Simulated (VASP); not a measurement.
## PtS2: single point with PBE

The system is PtS2.

```
Pt S
1.0
     3.54320    0.00000    0.00000
    -1.77160    3.06850    0.00000
     0.00000    0.00000    5.03880
Pt S
1 2
Direct
  0.00000 0.00000 0.00000
  0.66667 0.33333 0.77300
  0.33333 0.66667 0.22700
```

- Program: VASP 6.6.1
- Task: single point
- Functional: PBE
- Potentials or basis: VASP PAW PBE potentials, release 64 (Pt, S)
- Cutoff: 520 eV
- k mesh: 9 × 9 × 5
- Occupations: gaussian, width 0.021 eV
- Spin: no spin polarisation

```json
{
  "Pressure": "11.1 GPa",
  "Largest force": "1.213 eV/Å",
  "Band gap on the k mesh": "1.03 eV, indirect (least direct gap 1.08 eV)"
}
```

Forces on the atoms (eV/Å):
```
Pt   0.000  0.000  0.000
S    0.000  0.000 -1.213
S    0.000  0.000  1.213
```

Stress tensor (GPa, compression positive):
```
11.57  0.00  0.00
 0.00 11.57  0.00
 0.00  0.00 10.08
```

Levels at points of the mesh, in eV from the valence-band top:
| k point | band 8 | band 9 | band 10 | band 11 | band 12 | band 13 | band 14 | band 15 |
| --- | --- | --- | --- | --- | --- | --- | --- | --- |
| (0.00, 0.00, 0.00) | -1.79 | -1.14 | -1.14 | -0.12 | 2.46 | 2.46 | 4.80 | 5.78 |

Run time: 22 s on 1 thread of AMD EPYC 9R45 (Zen 5), with other jobs on the host, peak memory 0.17 GiB.

Caveat: spin-orbit coupling is left out, which moves the levels of the heavy elements; an odd mesh through Γ misses points on the zone boundary, where band edges often lie; forces of over 1 eV/Å show positions far from the minimum, so gaps and moduli don't describe the material at rest. As with any semilocal functional, this PBE gap is likely too small.
